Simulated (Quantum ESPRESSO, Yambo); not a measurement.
# AlN (F-43m): G0W0 in Yambo against the screening cutoff

Wanted: the cheapest screening cutoff that holds the gap of AlN (F-43m).

Main program and level: Yambo 5.3.0; PBE and many-body steps on it, plane waves.

### 1. The structure

The structure is cubic, space group F-43m (No. 216). The conventional cell has a = 4.368 Å, b = 4.368 Å, c = 4.368 Å, α = 90.00°, β = 90.00°, γ = 90.00°. Al has 4 N at 1.89 Å nearest. Nearest to N lie 4 Al at 1.89 Å. Farther neighbours and most contacts between anions are not listed.

Structure file:

```cif
data_structure
_symmetry_space_group_name_H-M 'P 1'
_symmetry_Int_Tables_number 1
_cell_length_a 3.0886
_cell_length_b 3.0886
_cell_length_c 3.0886
_cell_angle_alpha 60.000
_cell_angle_beta 60.000
_cell_angle_gamma 60.000
_cell_volume 20.83
loop_
_atom_site_label
_atom_site_type_symbol
_atom_site_fract_x
_atom_site_fract_y
_atom_site_fract_z
_atom_site_occupancy
Al1 Al 0.00000 0.00000 0.00000 1
N2 N 0.75000 0.75000 0.75000 1
```

The cell and positions are those that the Materials Project relaxed with its own functionals (PBE, PBE+U or r2SCAN), kept fixed. This is not the form that AlN usually takes at ambient conditions.

### 2. 3.25 Ha

This step: Yambo 5.3.0; G0W0 on PBE, plane waves, norm-conserving pseudopotentials.

G0W0 replaces the xc potential by the self-energy, built once from these orbitals. Only a window of levels is corrected, while the sums run over the empty bands that the input names.

gw7.in

```
HF_and_locXC
gw0
dyson
ppa
em1d
rim_cut
RandQpts= 1000000
RandGvec= 1 RL
EXXRLvcs= 72 Ry
VXCRLvcs= 288 Ry
Chimod= "HARTREE"
% BndsRnXp
 1 | 66 |
%
NGsBlkXp= 6.5 Ry
% LongDrXp
 1 | 1 | 1 |
%
% GbndRnge
 1 | 66 |
%
DysSolver= "n"
ExtendOut
PPAPntXp= 27.21138 eV
% QPkrange
 1 | 1 | 3 | 6 |
 7 | 7 | 3 | 6 |
%
```

Started as:

```sh
> OMP_NUM_THREADS=1 mpirun -n 4 yambo -F gw7.in -J gw7 -C gw7 > gw7.log
```

The log of the run:

```text
 Yambo, version 5.3.0

 [02] CORE Variables Setup
 =========================

  [... cell, symmetries and grids as in the set-up ...]

  [02.05] Energies & Occupations
  ==============================

  [X] === General ===
  [X] Electronic Temperature                        :  0.000000  0.000000 [eV K]
  [X] Bosonic    Temperature                        :  0.000000  0.000000 [eV K]
  [X] Finite Temperature mode                       : no
  [X] El. density                                   :  0.38398E+24 [cm-3]
  [X] Fermi Level                                   :  6.956595 [eV]

  [X] === Gaps and Widths ===
  [X] Conduction Band Min                           :  3.324803 [eV]
  [X] Valence Band Max                              :  0.000000 [eV]
  [X] Filled Bands                                  :   4
  [X] Empty Bands                                   :    5  249
  [X] Direct Gap                                    :  4.192069 [eV]
  [X] Direct Gap localized at k                     :  1
  [X] Indirect Gap                                  :  3.324803 [eV]
  [X] Indirect Gap between kpts                     :   1   7
  [X] Last valence band width                       :  2.697223 [eV]
  [X] 1st conduction band width                     :  4.489948 [eV]

 [03] Transferred momenta grid and indexing
 ==========================================

 IBZ Q-points                                      :   8
 BZ  Q-points                                      :   64

 K/Q-points units:
 rlu = crystal or reduced units; cc = cartesian coordinates; iku = interal k-units

 Q [1]          [rlu]:  0.000000  0.000000  0.000000
 Q [2]          [rlu]: -0.52978E-17 -0.52978E-17  0.25000
 Q [3]          [rlu]:  0.10596E-16  0.10596E-16 -0.50000
 Q [4]          [rlu]:  0.19945E-16  0.25000      0.25000
 Q [5]          [rlu]:  0.25178E-16  0.25000      0.50000
 Q [6]          [rlu]:  0.10596E-16  0.25000     -0.25000
 Q [7]          [rlu]: -0.39890E-16 -0.50000     -0.50000
 Q [8]          [rlu]:  0.250000 -0.500000 -0.250000

 [04] Coloumb potential Random Integration (RIM)
 ===============================================

  [04.01] RIM initialization
  ==========================

  * Diagonal components only detected *

  8 x (sBL volume)        :  0.220531 [a.u.]
  sBZ random points       :  1000000
  Points outside the sBZ  :   7987327
  RL volume               :  1.764245 [a.u.]
  Integrated volume       :  1.767044 [a.u.]

  [04.02] RIM integrals
  =====================

  Gamma point sphere radius             :  0.109591 [a.u.]
  Points outside the sphere             :   799513
  [Int_sBZ(q=0) 1/q^2]*(Vol_sBZ)^(-1/3) =:  7.764325
                                 should be <:  7.795600

  Summary of Coulomb integrals for non-metallic bands |Q|[au] RIM/Bare

  Q [1] 0.100000E-4 0.995988 * Q [2] 0.329610 1.065884
  Q [4] 0.380601 1.064810 * Q [6] 0.538251 1.027704
  Q [5] 0.631155 1.020409 * Q [3] 0.659220 1.018308
  Q [7] 0.761202 1.014905 * Q [8] 0.851049 1.011860

 [WARNING] [Xp] User bands 1-66 break level degeneracy

 [05] Dipoles
 ============

  [05.01] Setup: observables and procedures
  =========================================

 [06] Dynamic Dielectric Matrix (PPA)
 ====================================

 [WR./gw7//ndb.pp]---------------------------------------------------------------
  Brillouin Zone Q/K grids (IBZ/BZ)                :    8   64    8   64
  RL vectors                                       :  1917 [WF]
  Coulomb cutoff potential                         : none
  Electronic Temperature                           :  0.000000 [K]
  Bosonic    Temperature                           :  0.000000 [K]
  PPA    diel. fun.  energies                      : Perdew, Burke & Ernzerhof(X)+Perdew, Burke & Ernzerhof(C)
  wavefunctions                                    : Perdew, Burke & Ernzerhof(X)+Perdew, Burke & Ernzerhof(C)
  Global Gauge                                     : length
  X matrix size                                    :   51
  X band range                                     :    1   66
  X e/h energy range                               : -1.000000 -1.000000 [eV]
  X Time ordering                                  : R
  X Hxc Kernel                                     : HARTREE
  X Drude frequency                                :  0.000000  0.000000
  X poles                                          :  100.0000 [o/o]
  RL vectors in the sum                            :  1917
  [r,Vnl] included                                 : yes
  Field direction                                  :  0.577350E-5  0.577350E-5  0.577350E-5
  BZ energy Double Grid                            : no
  BZ energy DbGd points                            : 0
  BZ Q point size factor                           : -1.000000
  X Optical Averaged directions                    : none

 [07] Local Exchange-Correlation + Non-Local Fock
 ================================================

 [VXC] Plane waves :  11575
 [EXS] Plane waves :  1471

 QP @ state[ 1 ] K range:  1  1
 QP @ state[ 1 ] b range:   3   6
 QP @ state[ 2 ] K range:   7   7
 QP @ state[ 2 ] b range:   3   6

 [xc] Functional : Perdew, Burke & Ernzerhof(X)+Perdew, Burke & Ernzerhof(C)
 [xc] LIBXC used to calculate xc functional
  PP Number of Atomic Species                      :  2
  NLCC RL compoments                               :  11575
  PP Number of Atomic Species                      :  2
  NLCC RL compoments                               :  11575

 [xc] E_xc :  -3.460984 [Ha]
      E_xc :  -6.921968 [Ry]

  Local XC kind (lXC) : Perdew, Burke & Ernzerhof(X)+Perdew, Burke & Ernzerhof(C)
  Non-Local XC kind (nlXC) : Hartree-Fock

  Corrections @ K [1] :  [eV]
 <3|nlXC|3> = -20.93505  0.72956E-17 <3|lXC|3> = -16.96895  0.14988E-20
 <4|nlXC|4> = -20.93507  0.30540E-17 <4|lXC|4> = -16.96895 -0.14161E-15
 <5|nlXC|5> = -7.926806  0.20247E-17 <5|lXC|5> = -12.51952  0.23602E-16
 <6|nlXC|6> = -4.084825 -0.73684E-18 <6|lXC|6> = -9.879209 -0.94404E-16

  Corrections @ K [7] :  [eV]
 <3|nlXC|3> = -20.06160 -0.16599E-17 <3|lXC|3> = -15.43682 -0.66769E-20
 <4|nlXC|4> = -20.06169 -0.66525E-17 <4|lXC|4> = -15.43682  0.94408E-16
 <5|nlXC|5> = -4.945187  0.11096E-17 <5|lXC|5> = -9.183725  0.70806E-16
 <6|nlXC|6> = -4.360083  0.76774E-18 <6|lXC|6> = -9.446599 -0.94410E-16

 [08] Dyson equation: Newton solver
 ==================================

  [08.01] G0W0 (W PPA)
  ====================

  [  GW  ] Bands range     :    1   66
  [GW/PPA] G damping       :  0.100000 [eV]

  QP @ state[ 1 ] K range:  1  1
  QP @ state[ 1 ] b range:   3   6
  QP @ state[ 2 ] K range:   7   7
  QP @ state[ 2 ] b range:   3   6

   Sc/G bands                                       :    1   66
   Sc/G damping                                     :  0.100000 ev
   Sc bands terminator                              : no
   Sx RL components                                 :  1471

   QP @ state[ 1 ] K range                          :  1  1
   QP @ state[ 1 ] b range                          :   3   6
   QP @ state[ 2 ] K range                          :   7   7
   QP @ state[ 2 ] b range                          :   3   6
   GF energies kind                                 : Perdew, Burke & Ernzerhof(X)+Perdew, Burke & Ernzerhof(C)
   GF WF`s kind                                     : Perdew, Burke & Ernzerhof(X)+Perdew, Burke & Ernzerhof(C)
   Xs energies kind                                 : Perdew, Burke & Ernzerhof(X)+Perdew, Burke & Ernzerhof(C)
   Xs WF`s kind                                     : Perdew, Burke & Ernzerhof(X)+Perdew, Burke & Ernzerhof(C)

 [11] Game Over & Game summary
```

It took 8 s on 4 MPI ranks of Arm Neoverse V1, shared host; peak memory 1.1 GiB; 28 s of CPU time.

This step gave:

- G0W0 gap on the points computed: 4.288 eV
- starting gap on the mesh: 3.325 eV
- k of the valence top: 0, 0, 0
- k of the conduction bottom: 0, -0.5, -0.5
- least direct G0W0 gap on the computed points: 5.426 eV
- Z at the valence top: 0.7959
- Z at the conduction bottom: 0.8390

The gap on the mesh goes from 3.32 eV to 4.29 eV, a correction of +0.96 eV.

### 3. 5.25 Ha

gw8.in, as its differences from gw7.in of step 2:

```diff
@@ -14,3 +14,3 @@
 %
-NGsBlkXp= 6.5 Ry
+NGsBlkXp= 10.5 Ry
 % LongDrXp
```

Started as:

```sh
> OMP_NUM_THREADS=1 mpirun -n 4 yambo -F gw8.in -J gw8 -C gw8 > gw8.log
```

The log of the run:

```text
 Yambo, version 5.3.0

 [02] CORE Variables Setup
 =========================

  [... cell, symmetries and grids as in the set-up ...]

  [02.05] Energies & Occupations
  ==============================

  [X] === General ===
  [X] Electronic Temperature                        :  0.000000  0.000000 [eV K]
  [X] Bosonic    Temperature                        :  0.000000  0.000000 [eV K]
  [X] Finite Temperature mode                       : no
  [X] El. density                                   :  0.38398E+24 [cm-3]
  [X] Fermi Level                                   :  6.956595 [eV]

  [X] === Gaps and Widths ===
  [X] Conduction Band Min                           :  3.324803 [eV]
  [X] Valence Band Max                              :  0.000000 [eV]
  [X] Filled Bands                                  :   4
  [X] Empty Bands                                   :    5  249
  [X] Direct Gap                                    :  4.192069 [eV]
  [X] Direct Gap localized at k                     :  1
  [X] Indirect Gap                                  :  3.324803 [eV]
  [X] Indirect Gap between kpts                     :   1   7
  [X] Last valence band width                       :  2.697223 [eV]
  [X] 1st conduction band width                     :  4.489948 [eV]

 [03] Transferred momenta grid and indexing
 ==========================================

 IBZ Q-points                                      :   8
 BZ  Q-points                                      :   64

 K/Q-points units:
 rlu = crystal or reduced units; cc = cartesian coordinates; iku = interal k-units

 Q [1]          [rlu]:  0.000000  0.000000  0.000000
 Q [2]          [rlu]: -0.52978E-17 -0.52978E-17  0.25000
 Q [3]          [rlu]:  0.10596E-16  0.10596E-16 -0.50000
[...]
NLCC RL compoments                               :  11575
  PP Number of Atomic Species                      :  2
  NLCC RL compoments                               :  11575

 [xc] E_xc :  -3.460984 [Ha]
      E_xc :  -6.921968 [Ry]

  Local XC kind (lXC) : Perdew, Burke & Ernzerhof(X)+Perdew, Burke & Ernzerhof(C)
  Non-Local XC kind (nlXC) : Hartree-Fock

  Corrections @ K [1] :  [eV]
 <3|nlXC|3> = -20.93505  0.72956E-17 <3|lXC|3> = -16.96895  0.14988E-20
 <4|nlXC|4> = -20.93507  0.30540E-17 <4|lXC|4> = -16.96895 -0.14161E-15
 <5|nlXC|5> = -7.926806  0.20247E-17 <5|lXC|5> = -12.51952  0.23602E-16
[...]
Corrections @ K [7] :  [eV]
[...]
<5|nlXC|5> = -4.945187  0.11096E-17 <5|lXC|5> = -9.183725  0.70806E-16
 <6|nlXC|6> = -4.360083  0.76774E-18 <6|lXC|6> = -9.446599 -0.94410E-16

 [08] Dyson equation: Newton solver
 ==================================

  [08.01] G0W0 (W PPA)
  ====================

  [  GW  ] Bands range     :    1   66
  [GW/PPA] G damping       :  0.100000 [eV]

  QP @ state[ 1 ] K range:  1  1
  QP @ state[ 1 ] b range:   3   6
  QP @ state[ 2 ] K range:   7   7
  QP @ state[ 2 ] b range:   3   6

   Sc/G bands                                       :    1   66
   Sc/G damping                                     :  0.100000 ev
   Sc bands terminator                              : no
   Sx RL components                                 :  1471

   QP @ state[ 1 ] K range                          :  1  1
   QP @ state[ 1 ] b range                          :   3   6
   QP @ state[ 2 ] K range                          :   7   7
   QP @ state[ 2 ] b range                          :   3   6
   GF energies kind                                 : Perdew, Burke & Ernzerhof(X)+Perdew, Burke & Ernzerhof(C)
   GF WF`s kind                                     : Perdew, Burke & Ernzerhof(X)+Perdew, Burke & Ernzerhof(C)
   Xs energies kind                                 : Perdew, Burke & Ernzerhof(X)+Perdew, Burke & Ernzerhof(C)
   Xs WF`s kind                                     : Perdew, Burke & Ernzerhof(X)+Perdew, Burke & Ernzerhof(C)

 [11] Game Over & Game summary
```

It took 9.9 s on 4 MPI ranks; peak memory 1.1 GiB; 35 s of CPU time.

Numbers from this step:

| Item | Value |
| --- | --- |
| G0W0 gap on the points computed | 4.388 eV |
| starting gap on the mesh | 3.325 eV |
| k of the valence top | 0, 0, 0 |
| k of the conduction bottom | 0, -0.5, -0.5 |
| least direct G0W0 gap on the computed points | 5.532 eV |
| Z at the valence top | 0.7932 |
| Z at the conduction bottom | 0.8389 |

Against the run before, the gap moves by +0.100 eV.

### 4. 10.5 Ha

gw9.in, as its differences from gw8.in of step 3:

```diff
@@ -14,3 +14,3 @@
 %
-NGsBlkXp= 10.5 Ry
+NGsBlkXp= 21 Ry
 % LongDrXp
```

Started as:

```sh
> OMP_NUM_THREADS=1 mpirun -n 4 yambo -F gw9.in -J gw9 -C gw9 > gw9.log
```

The log of the run:

```text
 Yambo, version 5.3.0

 [02] CORE Variables Setup
 =========================

  [... cell, symmetries and grids as in the set-up ...]

  [02.05] Energies & Occupations
  ==============================

  [X] === General ===
  [X] Electronic Temperature                        :  0.000000  0.000000 [eV K]
  [X] Bosonic    Temperature                        :  0.000000  0.000000 [eV K]
  [X] Finite Temperature mode                       : no
  [X] El. density                                   :  0.38398E+24 [cm-3]
[...]
QP @ state[ 1 ] b range                          :   3   6
   QP @ state[ 2 ] K range                          :   7   7
   QP @ state[ 2 ] b range                          :   3   6
   GF energies kind                                 : Perdew, Burke & Ernzerhof(X)+Perdew, Burke & Ernzerhof(C)
   GF WF`s kind                                     : Perdew, Burke & Ernzerhof(X)+Perdew, Burke & Ernzerhof(C)
   Xs energies kind                                 : Perdew, Burke & Ernzerhof(X)+Perdew, Burke & Ernzerhof(C)
   Xs WF`s kind                                     : Perdew, Burke & Ernzerhof(X)+Perdew, Burke & Ernzerhof(C)

 [11] Game Over & Game summary
```

The job ended after 36 s (4 MPI ranks; peak memory 1.1 GiB).

This step gave:

```yaml
g0w0_gap_on_the_points_computed: 4.436 eV
starting_gap_on_the_mesh: 3.325 eV
k_of_the_valence_top: 0, 0, 0
k_of_the_conduction_bottom: 0, -0.5, -0.5
least_direct_g0w0_gap_on_the_computed_points: 5.545 eV
```

Against the run before, the gap moves by +0.047 eV.

### 5. 13 Ha

gw10.in, as its differences from gw9.in of step 4:

```diff
@@ -14,3 +14,3 @@
 %
-NGsBlkXp= 21 Ry
+NGsBlkXp= 26 Ry
 % LongDrXp
```

Started as:

```sh
> OMP_NUM_THREADS=1 mpirun -n 4 yambo -F gw10.in -J gw10 -C gw10 > gw10.log
```

The log of the run:

```text
 Yambo, version 5.3.0

 [02] CORE Variables Setup
 =========================

  [... cell, symmetries and grids as in the set-up ...]

  [02.05] Energies & Occupations
  ==============================

  [X] === General ===
  [X] Electronic Temperature                        :  0.000000  0.000000 [eV K]
  [X] Bosonic    Temperature                        :  0.000000  0.000000 [eV K]
  [X] Finite Temperature mode                       : no
  [X] El. density                                   :  0.38398E+24 [cm-3]
[...]
QP @ state[ 1 ] b range                          :   3   6
   QP @ state[ 2 ] K range                          :   7   7
   QP @ state[ 2 ] b range                          :   3   6
   GF energies kind                                 : Perdew, Burke & Ernzerhof(X)+Perdew, Burke & Ernzerhof(C)
   GF WF`s kind                                     : Perdew, Burke & Ernzerhof(X)+Perdew, Burke & Ernzerhof(C)
   Xs energies kind                                 : Perdew, Burke & Ernzerhof(X)+Perdew, Burke & Ernzerhof(C)
   Xs WF`s kind                                     : Perdew, Burke & Ernzerhof(X)+Perdew, Burke & Ernzerhof(C)

 [11] Game Over & Game summary
```

It took 49 s on 4 MPI ranks; peak memory 1.1 GiB.

Numbers from this step:

| Quantity | Value |
| --- | --- |
| G0W0 gap on the points computed | 4.438 eV |
| starting gap on the mesh | 3.325 eV |
| k of the valence top | 0, 0, 0 |
| k of the conduction bottom | 0, -0.5, -0.5 |
| least direct G0W0 gap on the computed points | 5.545 eV |

Against the run before, the gap moves by +0.002 eV.

### 6. 16.25 Ha

gw11.in, as its differences from gw10.in of step 5:

```diff
@@ -14,3 +14,3 @@
 %
-NGsBlkXp= 26 Ry
+NGsBlkXp= 32.5 Ry
 % LongDrXp
```

Started as:

```sh
> OMP_NUM_THREADS=1 mpirun -n 4 yambo -F gw11.in -J gw11 -C gw11 > gw11.log
```

The log of the run:

```text
 Yambo, version 5.3.0

 [02] CORE Variables Setup
 =========================

  [... cell, symmetries and grids as in the set-up ...]

  [02.05] Energies & Occupations
  ==============================

  [X] === General ===
  [X] Electronic Temperature                        :  0.000000  0.000000 [eV K]
  [X] Bosonic    Temperature                        :  0.000000  0.000000 [eV K]
  [X] Finite Temperature mode                       : no
  [X] El. density                                   :  0.38398E+24 [cm-3]
[...]
QP @ state[ 1 ] b range                          :   3   6
   QP @ state[ 2 ] K range                          :   7   7
   QP @ state[ 2 ] b range                          :   3   6
   GF energies kind                                 : Perdew, Burke & Ernzerhof(X)+Perdew, Burke & Ernzerhof(C)
   GF WF`s kind                                     : Perdew, Burke & Ernzerhof(X)+Perdew, Burke & Ernzerhof(C)
   Xs energies kind                                 : Perdew, Burke & Ernzerhof(X)+Perdew, Burke & Ernzerhof(C)
   Xs WF`s kind                                     : Perdew, Burke & Ernzerhof(X)+Perdew, Burke & Ernzerhof(C)

 [11] Game Over & Game summary
```

The job ended after 85 s (4 MPI ranks; peak memory 1.1 GiB; 5.6 min of CPU time).

This step gave:

| Quantity | Value |
| --- | --- |
| G0W0 gap on the points computed | 4.440 eV |
| starting gap on the mesh | 3.325 eV |
| k of the valence top | 0, 0, 0 |
| k of the conduction bottom | 0, -0.5, -0.5 |
| least direct G0W0 gap on the computed points | 5.546 eV |

Against the run before, the gap moves by +0.002 eV.

### 7. Side by side

Times are wall times on 4 MPI ranks of Arm Neoverse V1, shared host, good to a factor of about two.

```
     run   mesh  bands  screening cutoff (eV)  DFT gap (eV)  gap on the mesh (eV)  direct (eV)   time
 3.25 Ha  4×4×4     66                   88.4         3.325                 4.288        5.426    8 s
 5.25 Ha  4×4×4     66                  142.9         3.325                 4.388        5.532  9.9 s
 10.5 Ha  4×4×4     66                  285.7         3.325                 4.436        5.545   36 s
   13 Ha  4×4×4     66                  353.7         3.325                 4.438        5.545   49 s
16.25 Ha  4×4×4     66                  442.2         3.325                 4.440        5.546   85 s
```

### 8. Summary of results

| Property | Result |
| --- | --- |
| 3.25 Ha | 4.288 eV |
| 5.25 Ha | 4.388 eV |
| 10.5 Ha | 4.436 eV |
| 13 Ha | 4.438 eV |
| 16.25 Ha | 4.440 eV |
| known limits | not at the basis limit; coarse k mesh |

**Reading.** The setting moved: screening cutoff. From 3.25 Ha to 16.25 Ha the gap moves by +0.15 eV, for 11 times the time. It holds to 0.03 eV from 10.5 Ha on. Bands and screening cutoff are coupled, so a series along one setting does not show full convergence. Bands and cutoff are finite, so the gap is not at the basis limit. The miss can reach some tenths of an eV and take either sign; the mesh is an error of its own. In the G0W0 runs levels were corrected at 2 k points alone, so a gap called «on the mesh» is the least over those, and an edge elsewhere would be missed. The 4×4×4 mesh is coarse for this cell, which bears on the long-range parts of exchange and screening.

[Paths, hosts, dates, memory and timing lines, banners, echoed tables and standing remarks are left out of the program output.]

[Logs are printed without paths, hosts, clocks, repeated set-up lines and the standing remarks that a program may print on its own settings, such as how far it seeks lower states.]

[Runs of the session that timed out or met a known fault of the program may be left out.]

[Hosts, paths, dates, database ids (printed as entryN), source tags and the programs' standing remarks are cut or masked in the printed files.]
